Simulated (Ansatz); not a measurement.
# In: single run (Ansatz)

The input file (Ansatz 0.2.0, plane waves):

```yaml
crystal:
  lattice:
    - [-1.6059359, 1.6059359, 2.44203578]
    - [1.6059359, -1.6059359, 2.44203578]
    - [1.6059359, 1.6059359, -2.44203578]
  atoms:
    - { symbol: In, position: [0.0, 0.0, 0.0] }
  symmetry: { tolerance: 0.0003 }
kpoints:
  mp_grid: { grid: [8, 8, 8], shift: [0, 0, 0] }
magnetization:
  spin_polarized: false
scf:
  occupations: { method: fermi_dirac }
  mixing: { algorithm: broyden, beta: 0.05, ndim: 2 }
hamiltonian:
  pseudopotentials: { kind: paw }
  xc: r2scan
basis:
  ecutwfc: 500
output:
  forces: true
  stress: true
  eigenvalues: true
```

Launch command:

```bash
ansatz run input.yaml --threads 1 --pin off --max-ram 2560MiB --backend cpu --events-out ev --progress --plain --runs-dir out
```

Origin of the cell: a database entry, scaled a little.

The smearing width isn't typed, so it takes its default of 0.1 eV.

Output (shortened):

```
Pseudopotentials: kind: paw
Pseudopotential: In, paw, valence charge 13, recommended cutoff 500 eV (meta_gga), In.paw.azcp
Functional definition: r2SCAN
  exchange = r2scan_x(k0 = k0, k1 = k1, a1 = a1)
  correlation = r2scan_c
Crystal: 1 atoms, lattice volume = 25.192 Å³
Basis set: ecut = 500 eV, 641 PW (Γ), exchange–correlation on 100×100×100 points (64 copies of the dense FFT grid, shifted against one another)
Bands: 11, of which v1, the nominal top of the filled ones, is band 7 counted from 1 (6 counted from 0)
Symmetry: 16 space group operations
Space group: I4/mmm (ITA 139), of the structure as read, at distance tolerance 8.8e-4 Å
k-points: 59 of 512
[… 3 lines left out …]
Initial density: superposition of atomic densities (neutral atoms: chi_scale 0, normalization atom), corrected by the library's trained network
Functional: x = r2scan, c = r2scan; τ floored in thin density (d = 2e-4 eV/Å³)
SCF iter   1: F=—  HF=-5611.808329 eV  Δρ=8.13e-3  dr2=8.66e-3  dr2_τ=1.54e-3
SCF iter   2: F=—  HF=-5611.814282 eV  Δρ=7.56e-3  dr2=7.65e-3  dr2_τ=1.46e-4  defer=15  κ⁻¹=1.0e0(r=1)
SCF iter   3: F=—  HF=-5611.813810 eV  Δρ=6.13e-3  dr2=4.99e-3  dr2_τ=8.37e-5  defer=15  κ⁻¹=1.9e-1(r=2)
SCF iter   4: F=—  HF=-5611.812905 eV  Δρ=7.00e-4  dr2=8.54e-5  dr2_τ=4.97e-6  defer=15  κ⁻¹=4.1e-3(r=2)
SCF iter   5: F=—  HF=-5611.812902 eV  Δρ=6.48e-4  dr2=7.88e-5  dr2_τ=3.51e-6  defer=15  κ⁻¹=7.7e-5(r=2)
SCF iter   6: F=—  HF=-5611.812908 eV  Δρ=4.24e-4  dr2=3.65e-5  dr2_τ=1.59e-6  defer=15  κ⁻¹=1.3e-1(r=2)
SCF iter   7: F=—  HF=-5611.812973 eV  Δρ=1.37e-4  dr2=3.83e-6  dr2_τ=2.14e-7  defer=15  κ⁻¹=8.1e-3(r=2)
SCF iter   8: F=—  HF=-5611.812971 eV  Δρ=1.30e-4  dr2=3.59e-6  dr2_τ=1.84e-7  defer=15  κ⁻¹=2.3e-4(r=2)
SCF iter   9: F=—  HF=-5611.812957 eV  Δρ=6.69e-5  dr2=8.98e-7  dr2_τ=2.18e-8  defer=15  κ⁻¹=9.1e-4(r=2)
SCF iter  10: F=—  HF=-5611.812957 eV  Δρ=7.02e-5  dr2=7.26e-7  dr2_τ=2.00e-8  defer=15  κ⁻¹=1.1e-2(r=2)
SCF iter  11: F=—  HF=-5611.812958 eV  Δρ=6.41e-5  dr2=5.99e-7  dr2_τ=2.33e-8  defer=15  κ⁻¹=3.3e-1(r=2)
SCF iter  12: F=—  HF=-5611.812958 eV  Δρ=5.94e-5  dr2=5.33e-7  dr2_τ=2.52e-8  defer=15  κ⁻¹=1.9e-2(r=2)
SCF iter  13: F=—  HF=-5611.812960 eV  Δρ=2.87e-5  dr2=2.07e-7  dr2_τ=8.58e-9  defer=15  κ⁻¹=6.5e-2(r=2)
SCF iter  14: F=—  HF=-5611.812960 eV  Δρ=2.85e-5  dr2=1.86e-7  dr2_τ=8.01e-9  κ⁻¹=5.7e-3(r=2)
SCF iter  15: F=—  HF=-5611.812960 eV  Δρ=2.89e-5  dr2=1.46e-7  dr2_τ=9.23e-9  κ⁻¹=2.8e-1(r=2)
SCF iter  16: F=—  HF=-5611.812960 eV  Δρ=2.92e-5  dr2=1.38e-7  dr2_τ=9.23e-9  κ⁻¹=2.6e-2(r=2)
SCF iter  17: F=—  HF=-5611.812960 eV  Δρ=2.80e-5  dr2=1.11e-7  dr2_τ=6.19e-9  κ⁻¹=8.9e-2(r=2)
SCF iter  18: F=—  HF=-5611.812960 eV  Δρ=2.66e-5  dr2=1.00e-7  dr2_τ=4.06e-9  κ⁻¹=9.0e-2(r=2)
SCF iter  19: F=—  HF=-5611.812960 eV  Δρ=2.40e-5  dr2=9.24e-8  dr2_τ=2.91e-9  κ⁻¹=2.3e-1(r=2)
SCF iter  20: F=-5611.812960 eV  HF=-5611.812960 eV  Δρ=2.14e-5  dr2=8.62e-8  dr2_τ=2.43e-9
SCF 1 converged in 20 iterations: F = -5611.812960 eV  dr2 = 8.62e-8
SCF converged after 20 iterations
Stability not checked: this state was not tested for a lower state beside it, because the mixer in use, unlike msr1, does not test its closes by its own steps (another_mixer; see scf.mixing.algorithm and scf.lower_state_search)
Free energy (F): -5611.812960 eV
Harris-Foulkes:  -5611.812960 eV  (|F-HF|=4.14e-9)
Internal energy: -5611.800163 eV  (E = F + TS)
E sigma→0 (E₀):  -5611.806562 eV
Entropy (-TS):   -0.012797 eV (-12.797 meV/atom)
Fermi energy:    10.803753 eV
--- Per-component energies (eV) ---
  E_band       = -24.479809
  E_kinetic    = 241.770171
  E_local      = -1054.005668  (includes V_loc(G=0)·N_el)
  E_nonlocal   = 366.620351
  E_hartree    = 414.888357
  E_xc         = -201.728111
  E_vxc        = -107.933970  (∫ρ·V_xc dr)
  E_paw        = -4181.621854  (= ΣΔE_a)
  E_vpaw       = -308.362556  (= ΣTr[D̂ρ^β])
  E_aug_tail   = 0.000008  (compensation charges beyond the density's cutoff)
  E_vtau       = 7.651613  (kinetic-family band-sum trace: ∫τ·v_τ [+ j·A + Jᵃ·Aᵃ] dr)
  E_ewald      = -1198.688962
  E_core_change = 0.965546  (= ΣΔE_core)
  E_smearing   = -0.012797  (= −TS)
  Σ components = -5611.812960   (vs F -5611.812960, Δ=0.00e0)
--- Forces (eV/Å), atoms counted from 1 ---
  atom   1  In    -0.000000     0.000000     0.000000
  max |Σ_I F_I| component: 0.0 eV/Å
--- Stress (GPa, compression-positive) ---
        0.503511       0.000000       0.000000
        0.000000       0.503511       0.000000
       -0.000000       0.000000       4.590336
  P = ⅓ Tr σ = 1.8658 GPa (18.658 kbar)
```

Caveats: no moments, though an odd count or open d shells may carry them; the k mesh is coarse if the cell is a metal.

The run took 4.9 s on 1 thread of Arm Neoverse V1, on a shared host, peak memory 0.34 GiB, from the program's own first density.
